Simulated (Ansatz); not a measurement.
## PbTe: the volume at rest

PbTe in the rock-salt structure, starting from this typed cell of 35.45 Å³ an atom.

```
CELL_PARAMETERS angstrom
0.00000 3.28500 3.28500
3.28500 0.00000 3.28500
3.28500 3.28500 0.00000
ATOMIC_POSITIONS crystal
Pb 0.00000 0.00000 0.00000
Te 0.50000 0.50000 0.50000
```

Settings of the Ansatz calculation: k mesh 6×6×6; fixed occupations; no spin. Cell and atoms are relaxed to zero stress with the symmetry kept and no dispersion correction.

Caveats: coarse k mesh.

Problem. What volume results under PBE, LDA, PBEsol, and how much do the potentials matter?

Solution. 
| functional | potentials | cutoff (eV) | volume (Å³/atom) | change (%) |
| --- | --- | --- | --- | --- |
| PBE | all-electron PAW datasets (no frozen core) | 260 | 35.45 | 0.0 |
| PBE | Ansatz generated PAW | 420 | 35.45 | 0.0 |
| PBE | Ansatz hand-made PAW | 640 | 35.47 | 0.0 |
| PBE | JTH PAW | 1800 | 35.43 | -0.1 |
| PBE | PseudoDojo norm-conserving | 1120 | 35.37 | -0.2 |
| PBE | Ansatz norm-conserving | 1120 | 35.47 | 0.1 |
| LDA | Ansatz hand-made PAW | 840 | 32.50 | -8.3 |
| LDA | PseudoDojo norm-conserving | 1120 | 32.46 | -8.4 |
| PBEsol | Ansatz hand-made PAW | 840 | 33.46 | -5.6 |
| PBEsol | PseudoDojo norm-conserving | 1120 | 33.39 | -5.8 |

From smallest to largest: LDA, PBEsol, PBE.
